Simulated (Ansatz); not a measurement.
# BaF2: response to strain

Take BaF₂ in the fluorite structure (space group Fm-3m, No. 225) as the base.

```xyz
3
Lattice="0.0000 3.0687 3.0687 3.0687 0.0000 3.0687 3.0687 3.0687 0.0000" Properties=species:S:1:pos:R:3 pbc="T T T"
Ba     0.0000     0.0000     0.0000
F      1.5344     1.5344     1.5344
F      4.6031     4.6031     4.6031
```

Cartesian axes are those of the cell as printed.

Strains are applied to the cell and any free atomic positions relax; under biaxial strain the out-of-plane vector relaxes too; under stress the whole cell relaxes.

Calculations: Ansatz (a first-principles code) PBEsol, no SOC.

Candidates:
(a) strain tensor (xx, yy, zz, yz, xz, xy) = (−0.99, +0.87, −0.57, −0.22, +0.04, +0.37) %
(b) biaxial strain −2.59 %, plane normal [001], relaxed out of plane
(c) tensor shear ε_xz = −2.89 %
(d) uniaxial stress, 8 GPa tension along z

Notes on the quantities. energy relative to the base: free energy F.

Q: Order them by energy relative to the base, highest first.

A: (d) uniaxial stress, 8 GPa tension along z (+49 meV/atom), (b) biaxial strain −2.59 %, plane normal [001], relaxed out of plane (+8.1 meV/atom), (c) tensor shear ε_xz = −2.89 % (+5.2 meV/atom), (a) strain tensor (xx, yy, zz, yz, xz, xy) = (−0.99, +0.87, −0.57, −0.22, +0.04, +0.37) % (+0.9 meV/atom)

Beyond what the load breaks, stability against distortions was not tested.
